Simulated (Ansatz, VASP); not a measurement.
## One calculation of InAs, two programs

INCAR

```
SYSTEM = InAs
ALGO = Normal ; EDIFF = 1E-7
ENCUT = 520 ; GGA = PE
ISIF = 2 ; ISMEAR = 0
LASPH = .True. ; LCHARG = .False.
LREAL = .False. ; LWAVE = .False.
NBANDS = 16 ; NELM = 100
PREC = Accurate ; SIGMA = 0.1
```

KPOINTS

```
k-points
0
Gamma
  6 6 6
  0 0 0
```

POSCAR

```
InAs
1.0
    0.0000000000      3.0180000000      3.0180000000
    3.0180000000      0.0000000000      3.0180000000
    3.0180000000      3.0180000000      0.0000000000
In As
1 1
Direct
    0.0000000000      0.0000000000      0.0000000000
    0.2500000000      0.2500000000      0.2500000000
```

Input for Ansatz:

```yaml
crystal:
  lattice:
    - [0.0, 3.018, 3.018]
    - [3.018, 0.0, 3.018]
    - [3.018, 3.018, 0.0]
  atoms:
    - { symbol: In, position: [0.0, 0.0, 0.0] }
    - { symbol: As, position: [0.25, 0.25, 0.25] }
basis:
  ecutwfc: 420
kpoints:
  mp_grid: { grid: [6, 6, 6] }
hamiltonian:
  xc: pbe
scf:
  occupations: { method: gaussian, width: 0.1 }
output:
  forces: true
  stress: true
  eigenvalues: true
```

Alike in both runs: task single point; functional PBE; k mesh 6 × 6 × 6; occupations gaussian, width 0.1 eV; no spin polarisation.

|  | VASP | Ansatz |
| --- | --- | --- |
| version | VASP 6.6.1 | Ansatz 0.2.0 |
| potentials or method | VASP PAW PBE potentials, release 64 (In_d, As) | scalar-relativistic, plane waves, PAW |
| plane-wave cutoff (eV) | 520 | 420 |
| valence electrons in the cell | 18 | 28 |

```tsv
	VASP	Ansatz	Ansatz less VASP
gap on the k mesh at the Fermi level (eV)	none	none	-
pressure (GPa)	4.4	4.4	-0.08
```

A gap of «none» marks a metal or a gap that the smearing closes. The functional is the same, so the differences come from potentials, cutoffs and numerics. The two sets of potentials don't hold the same shells in valence.

Caveats: this crystal is a semiconductor, whose small gap the functional closes, so the metal is an error of the method.
